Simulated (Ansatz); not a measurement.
This was printed by a script on the Python package of Ansatz (0.2.0), for a calculation of the elastic constants of C, space group C2/m. What did the script look like? Settings: r2SCAN, PAW, the default cutoff (500 eV here), 21×21×12 k-points, Gaussian smearing of 0.1 eV.

```cif
data_structure
_symmetry_space_group_name_H-M 'P 1'
_symmetry_Int_Tables_number 1
_cell_length_a 2.4565
_cell_length_b 2.4565
_cell_length_c 3.7645
_cell_angle_alpha 108.497
_cell_angle_beta 108.497
_cell_angle_gamma 60.003
_cell_volume 18.31
loop_
_atom_site_label
_atom_site_type_symbol
_atom_site_fract_x
_atom_site_fract_y
_atom_site_fract_z
_atom_site_occupancy
C1 C 0.83336 0.83336 0.00009 1
C2 C 0.16664 0.16664 0.99991 1
```

Output of `python elastic_c.py --xc r2scan --width-ev 0.1 --kgrid 21 21 12`:
```text
C11 = 1052.8 GPa
C12 = 177.3 GPa
C13 = -3.2 GPa
C14 = -1.0 GPa
C15 = 0.1 GPa
C16 = -0.1 GPa
C22 = 1052.8 GPa
C23 = -3.3 GPa
C24 = 1.1 GPa
C33 = 24.2 GPa
C34 = -0.2 GPa
C35 = -0.3 GPa
C36 = 0.1 GPa
C44 = 3.3 GPa
C45 = 0.2 GPa
C55 = 3.5 GPa
C56 = -1.0 GPa
C66 = 437.7 GPa
smallest eigenvalue of C: 3.1 GPa; tensor positive definite: True
K = 148.8, G = 113.6, E = 271.6 GPa, Poisson ratio 0.196, K/G = 1.31
```

The script that was run (others could print the same):

`elastic_c.py`:
```python
"""Elastic constants of C."""

import argparse
import warnings

import ansatz as az
import numpy as np

parser = argparse.ArgumentParser(description="Elastic constants of C.")
parser.add_argument("--xc", required=True, help="exchange-correlation functional")
parser.add_argument("--width-ev", type=float, required=True, help="smearing width (eV)")
parser.add_argument("--kgrid", type=int, nargs=3, required=True, help="k-point sampling")
args = parser.parse_args()

warnings.simplefilter("ignore", az.DeckWarning)

material = (
    az.Lattice.from_parameters(2.456455, 2.456455, 3.764525, alpha=108.49663, beta=108.49663, gamma=60.00297)
    .atom("C", (0.833356, 0.833356, 9.3e-05))
    .atom("C", (0.166644, 0.166644, 0.999907))
)

calc = (
    material.calculation()
    .functional(args.xc)
    .occupations(az.OccupationsMethod.GAUSSIAN, width=args.width_ev)
    .kpoints(*args.kgrid)
)
res = calc.elastic(az.ElasticMode.RELAXED_ION).run()
elastic = res.elastic

C = np.asarray(elastic.c_gpa)
for i in range(6):
    for j in range(i, 6):
        if abs(C[i, j]) > 0.05:
            print(f"C{i + 1}{j + 1} = {C[i, j]:.1f} GPa")
print("smallest eigenvalue of C:", round(elastic.stability.min_eigenvalue_gpa, 1), "GPa; tensor positive definite:", elastic.stability.min_eigenvalue_gpa > 0)
# averaged moduli need a positive definite tensor
if elastic.stability.min_eigenvalue_gpa > 0:
    m = elastic.moduli
    print(f"K = {m.k_hill_gpa:.1f}, G = {m.g_hill_gpa:.1f}, E = {m.youngs_gpa:.1f} GPa, Poisson ratio {m.poisson:.3f}, K/G = {m.k_hill_gpa / m.g_hill_gpa:.2f}")
```

What to keep in mind:
- The cell isn't relaxed first, so the values belong to this volume.
- A positive definite tensor excludes instabilities under uniform strain alone; phonons elsewhere in the zone can still be imaginary.
- Within a few hundredths of an angstrom the cell has the higher group R-3m; the lower one is a small distortion.
- An opening on this mesh may only mean that it misses a point where bands touch.
- Shear constants of a metal converge slowly with the k-point mesh and can be wrong in sign on a coarse one; the constants belong to the cell that was strained.
- Wall time of the script: 27 min on 1 thread of Arm Neoverse V2, on a shared host, peak memory 1 GiB.

(A comment or docstring line of the script was reworded after the run, the code is as it ran.)
